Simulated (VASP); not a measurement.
A run of VASP 6.6.1:

The input POSCAR:

```
SiGe
1.0
    3.9044512986      0.0000000000      0.0000000000
   -1.9522256493      3.3813540124      0.0000000000
    0.0000000000      0.0000000000      6.4507830000
Ge Si
2 2
Direct
    0.3333333333      0.6666666667      0.0003920000
    0.6666666667      0.3333333333      0.5003920000
    0.3333333333      0.6666666667      0.3746070000
    0.6666666667      0.3333333333      0.8746070000
```

File INCAR.step1:

```
PREC     = Accurate       # precision mode
ENCUT    = 520            # plane-wave cutoff, eV
EDIFF    = 1E-5           # SCF threshold, eV
ISMEAR   = 0              # smearing method
SIGMA    = 0.02           # smearing width, eV
LREAL    = False          # projectors in reciprocal space
LASPH    = True           # aspherical terms in the spheres
NELM     = 60             # most SCF steps
ALGO     = Normal         # electronic algorithm
ISIF     = 2              # what is computed and relaxed
LWAVE    = True           # write WAVECAR
LCHARG   = False          # write CHGCAR
GGA      = PE             # functional
```

INCAR.step2

```
PREC     = Accurate       # precision mode
ENCUT    = 520            # plane-wave cutoff, eV
EDIFF    = 1E-6           # SCF threshold, eV
ISMEAR   = 0              # smearing method
SIGMA    = 0.02           # smearing width, eV
LREAL    = False          # projectors in reciprocal space
LASPH    = True           # aspherical terms in the spheres
NELM     = 60             # most SCF steps
ALGO     = Normal         # electronic algorithm
ISIF     = 2              # what is computed and relaxed
LWAVE    = False          # write WAVECAR
LCHARG   = False          # write CHGCAR
METAGGA  = MBJ            # meta-GGA
ISTART   = 1
```

KPOINTS

```
Automatic mesh
0
Gamma
  8 8 4
```

File KPOINTS_OPT:

```
path GMKGALHA,LM,KH
20
line-mode
reciprocal
 0.0000000000  0.0000000000  0.0000000000  G
 0.5000000000  0.0000000000  0.0000000000  M

 0.5000000000  0.0000000000  0.0000000000  M
 0.3333333333  0.3333333333  0.0000000000  K

 0.3333333333  0.3333333333  0.0000000000  K
 0.0000000000  0.0000000000  0.0000000000  G

 0.0000000000  0.0000000000  0.0000000000  G
 0.0000000000  0.0000000000  0.5000000000  A

 0.0000000000  0.0000000000  0.5000000000  A
 0.5000000000  0.0000000000  0.5000000000  L

 0.5000000000  0.0000000000  0.5000000000  L
 0.3333333333  0.3333333333  0.5000000000  H

 0.3333333333  0.3333333333  0.5000000000  H
 0.0000000000  0.0000000000  0.5000000000  A

 0.5000000000  0.0000000000  0.5000000000  L
 0.5000000000  0.0000000000  0.0000000000  M

 0.3333333333  0.3333333333  0.0000000000  K
 0.3333333333  0.3333333333  0.5000000000  H
```

Potentials or basis: VASP PAW PBE potentials, release 64 (Ge_d, Si).

The run is started by

```sh
$ cat potpaw_PBE.64/Ge_d/POTCAR potpaw_PBE.64/Si/POTCAR > POTCAR
$ cp INCAR.step1 INCAR
$ mpirun -np 1 vasp_std > vasp.out
$ cp INCAR.step2 INCAR
$ mpirun -np 1 vasp_std > vasp.out
```

Hardware: 1 thread of AMD EPYC 9R45 96-Core Processor (Zen 5) (shared host).

Problem. How long does it take, and how much memory?

Solution. Run time: 2.1 min on 1 thread of AMD EPYC 9R45 96-Core Processor (Zen 5), with other jobs on the host, peak memory 0.21 GiB. Counts: scf iterations 81, k points 30.
